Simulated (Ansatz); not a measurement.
Starting structure, H put above a Mo atom that lies 1.0 Å under the outermost one (MoP, P-6m2 (No. 187), (1 0 0) face):

```
CELL_PARAMETERS angstrom
3.17414 0.00000 0.00000
0.00000 3.20623 0.00000
0.00000 0.00000 25.47892
ATOMIC_POSITIONS crystal
Mo 0.00000 0.50000 0.33361
P 0.50000 0.00000 0.36994
Mo 0.00000 0.00000 0.44259
P 0.50000 0.50000 0.47929
Mo 0.00000 0.50000 0.55013
P 0.50000 0.00000 0.59073
H 0.00000 0.50000 0.62292
```

Theory: DFT PBEsol, scalar-relativistic, plane waves, PAW (Ansatz). Plane waves to 420 eV, a k mesh through Γ of 9×9×1 on the computed 7-atom cell and Gaussian smearing (0.10 eV); no spin polarisation. A dipole correction removes the field between periodic images along c.

Atoms 1, 2, 3 (counted from 1) are held. The cell is fixed. Force threshold 0.03 eV/Å.

| step | E − E_final (eV) | largest force (eV/Å) |
| --- | --- | --- |
| 1 | 0.056 | 0.867 |
| 2 | 0.056 | 1.203 |
| 3 | 0.056 | 0.867 |
| 4 | 0.056 | 1.203 |
| 5 | 0.001 | 0.148 |
| 6 | 0.003 | 0.232 |
| 7 | 0.000 | 0.007 |

Q: What is the final structure?

A:
```
CELL_PARAMETERS angstrom
3.17414 0.00000 0.00000
0.00000 3.20623 0.00000
0.00000 0.00000 25.47892
ATOMIC_POSITIONS crystal
Mo 0.00000 0.50000 0.33361
P 0.50000 0.00000 0.36994
Mo 0.00000 0.00000 0.44259
P 0.50000 0.50000 0.47960
Mo 0.00000 0.50000 0.55115
P 0.50000 0.00000 0.59333
H 0.00000 0.50000 0.62014
```

The end is the local minimum or symmetric point that this start leads to. The slab is only 6.5 Å thick, so the energy isn't converged with thickness.

Cost: 1 run of about 3.4 core-minutes, on Arm Neoverse V1 (shared hosts).